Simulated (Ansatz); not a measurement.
## InSb under uniaxial strain: field gradients at the nuclei

Cell: an entry of the Crystallography Open Database (COD), whose atoms a relaxation with PBE at fixed cell left in place.

```
CELL_PARAMETERS angstrom
0.00000 3.23910 3.23910
3.23910 0.00000 3.23910
3.23910 3.23910 0.00000
ATOMIC_POSITIONS crystal
In 0.00000 0.00000 0.00000
Sb 0.75000 0.75000 0.75000
```

Sites (sets of like atoms) are named by element and the number of their first atom in this list.

All values are calculated (Ansatz; DFT, PBE, plane waves and PAW, scalar-relativistic, 420 eV cutoff, Γ-centred 12×12×12 k-points, Fermi–Dirac smearing 0.05 eV), not measured.

The cell is stretched along z (the third Cartesian axis of the run's cell), x and y held, and the ions relax again each time.

```
strain along z (%)  In: V along z (10²¹ V/m²)  Sb: V along z (10²¹ V/m²)
                -3                          ?                          ?
                -2                       0.61                      -0.57
                -1                       0.30                      -0.28
                 0                       0.00                       0.00
                +1                      -0.29                       0.29
                +2                      -0.58                       0.58
                +3                      -0.86                       0.87
```

(1) Estimate the row at -3 % from the others.

Answers

(1) In: 0.92; Sb: -0.87. Worked for In: a straight line through the other 6 rows has a slope of -0.293 × 10²¹ V/m² per per cent of strain and gives 0.89 at -3 %, against 0.92 from the run, so the response is nearly linear here. For ¹¹⁵In that is −5.5 MHz of C_Q per per cent. Worked for Sb: a straight line through the other 6 rows has a slope of 0.288 × 10²¹ V/m² per per cent of strain and gives -0.86 at -3 %, against -0.87 from the run, so the response is nearly linear here. For 121Sb that is −3.8 MHz of C_Q per per cent. Without strain In and Sb sit on a cubic site without a gradient, so the whole gradient comes from the strain.
